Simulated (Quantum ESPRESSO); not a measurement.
HfC:

```
Hf C
1.0
     0.00000    2.32500    2.32500
     2.32500    0.00000    2.32500
     2.32500    2.32500    0.00000
Hf C
1 1
Cartesian
  2.3250 2.3250 2.3250
  0.0000 0.0000 0.0000
```

Base run:

- Program: Quantum ESPRESSO 7.5
- Functional: PBE
- Potentials or basis: SSSP 1.3 efficiency PBE
- Cutoff: 816 eV
- Density cutoff: 5987 eV
- k mesh: 10 × 10 × 10
- Occupations: fermi-dirac, width 0.05 eV
- Spin: no spin polarisation
- Hubbard terms: Hf d U = 8 eV

Its results: band gap on the k mesh none (metal or under the smearing width); pressure 16.2 GPa.

**Question.** After a change of settings the same cell gave: band gap on the k mesh none (metal or under the smearing width); pressure 11.2 GPa. Which change was it?
A. hubbard terms from Hf d U = 8 eV to none
B. hubbard terms from Hf d U = 8 eV to Hf d U = 6 eV
C. hubbard terms from Hf d U = 8 eV to Hf d U = 4 eV

**Answer.** B.

Caveats: U without spin polarisation on a metal has little footing; the U is typed as a test and isn't derived for this compound.
